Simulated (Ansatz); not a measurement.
Re:

```
Re
1.0
     0.00000    1.97500    1.97500
     1.97500    0.00000    1.97500
     1.97500    1.97500    0.00000
Re
1
Direct
  0.00000 0.00000 0.00000
```

This isn't the form of Re at room conditions, which is hcp.

Base run:

* Program: Ansatz 0.2.0
* Functional: RPBE
* Potentials or basis: all-electron LAPW, scalar-relativistic
* Cutoff: 267 eV (chosen from the basis error)
* Basis error allowed: 0.001 eV/atom
* k mesh: 12 × 12 × 12
* Occupations: gaussian, width 0.02 eV
* Spin: no spin polarisation

Its results: band gap on the k mesh none (metal or under the smearing width); pressure -5.2 GPa.

Problem. The run is repeated on the same cell with these changes: functional from RPBE to LDA; occupations from gaussian, width 0.02 eV to gaussian, width 0.05 eV. What comes out?

Solution. Band gap on the k mesh none (metal or under the smearing width); pressure -23.6 GPa.

Caveats: so large a pressure means that the cell lies far from this level's equilibrium, or that cutoff or potentials fall short (some runs).
